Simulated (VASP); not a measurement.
Runs of VASP 6.6.1 on MnO. It takes space group F-43m (No. 216, cubic). Conventional cell: a = 4.873 Å, b = 4.873 Å, c = 4.873 Å, α = 90.00°, β = 90.00°, γ = 90.00°. Mn (site symmetry -43m) has 4 O at 2.11 Å as nearest neighbours. O (site symmetry -43m) is surrounded by 4 Mn at 2.11 Å. Measurements of this composition are mostly on another form, of space group No. 225.

```tsv
level	spin	U	fixed moment (μB)	gap on the mesh (eV)	pressure (GPa)	moment (μB)
PBEsol+U	collinear, ferromagnetic start	Mn d U = 5 eV	1	-	-24.8	1.00
PBEsol+U	off	Mn d U = 5 eV	-	none	-31.1	-
PBEsol+U	collinear, random start	Mn d U = 6 eV	-	none	-3.7	5.00
PBEsol+U	collinear, ferromagnetic start	Mn d U = 5 eV	-	none	-4.4	5.00
PBEsol+U	collinear, ferromagnetic start	Mn d U = 6 eV	-	none	-3.7	5.00
PBEsol+U	collinear, ferromagnetic start	Mn d U = 6 eV	4	-	(a)	4.00
PBE+U	collinear, ferromagnetic start	Mn d U = 7 eV	-	none	1.2	5.00
PBEsol+U	collinear, random start	Mn d U = 5 eV	-	none	-4.4	5.00
```

Alike in all rows: task single point; potentials or basis VASP PAW PBE potentials, release 64 (Mn_pv, O); cell as given; k mesh 7 × 7 × 7; cutoff (eV) 520; smearing gaussian 0.05 eV.

Question: Estimate the missing entries.

Answer: (a) -10.0.

Caveats: the PAW data sets were made with another functional, which shifts forces and pressure a little (some runs); a cell with one magnetic atom can't hold antiferromagnetic order, which such compounds often take (some runs); the total moment is fixed, so each spin has its own Fermi level (some runs); the moment is held away from its start (some runs); a pressure of tens of GPa on the cell as given is suspect, and the run, the potentials or the cell itself is likely at fault (some runs); an odd number of electrons without spin polarisation forces a metal (some runs); a magnetic or distorted state may lie lower (some runs).

A gap of «none» marks a metal or a gap under the smearing width.
